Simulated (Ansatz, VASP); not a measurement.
## Two plane-wave programs on Ti

INCAR

```
SYSTEM = Ti
ALGO     = Normal         ! electronic algorithm
EDIFF    = 1E-8           ! SCF threshold, eV
ENCUT    = 520            ! plane-wave cutoff, eV
GGA      = PS             ! functional
ISIF     = 2              ! what is computed and relaxed
ISMEAR   = -1             ! smearing method
LASPH    = .True.         ! aspherical terms in the spheres
LCHARG   = .False.        ! write CHGCAR
LEFG     = .True.       
LREAL    = .False.        ! projectors in reciprocal space
LWAVE    = .False.        ! write WAVECAR
NBANDS   = 12             ! bands
NELM     = 80             ! most SCF steps
PREC     = Accurate       ! precision mode
SIGMA    = 0.05           ! smearing width, eV
```

Contents of KPOINTS:

```
k-points
0
Gamma
  14 14 14
  0 0 0
```

Contents of POSCAR:

```
Ti
1.0
   -1.6188216056      1.6188216056      1.6188216056
    1.6188216056     -1.6188216056      1.6188216056
    1.6188216056      1.6188216056     -1.6188216056
Ti
1
Direct
    0.0000000000      0.0000000000      0.0000000000
```

Input for Ansatz:

```yaml
crystal:
  lattice:
    - [-1.6188216056, 1.6188216056, 1.6188216056]
    - [1.6188216056, -1.6188216056, 1.6188216056]
    - [1.6188216056, 1.6188216056, -1.6188216056]
  atoms:
    - { symbol: Ti, position: [0.0, 0.0, 0.0] }
kpoints:
  mp_grid: { grid: [14, 14, 14] }
scf:
  occupations: { method: fermi_dirac, width: 0.05 }
hamiltonian:
  xc: pbesol
  pseudopotentials: { kind: paw }
output:
  forces: true
  stress: true
  eigenvalues: true
  efg: { contact_densities: true }
```

Change from the starting cell: volume scaled by 0.96, PAW files.

Alike in both runs: task electric field gradients; functional PBEsol; k mesh 14 × 14 × 14; occupations fermi-dirac, width 0.05 eV; no spin polarisation.

|  | VASP | Ansatz |
| --- | --- | --- |
| version | VASP 6.6.1 | Ansatz 0.2.0 |
| potentials or method | VASP PAW PBE potentials, release 64 (Ti_sv) | PAW with Ansatz's default frozen-core files, scalar-relativistic |
| plane-wave cutoff (eV) | 520 | 420 |
| valence electrons in the cell | 12 | 12 |

```csv
,VASP,Ansatz,Ansatz less VASP
pressure (GPa),-3.0,-2.7,+0.24
Vzz of the field gradient on the site that differs most (V/Å²),0.0,0.0,0.00
```

Caveats: the PAW data sets were made with another functional, which shifts forces and pressure a little (VASP).
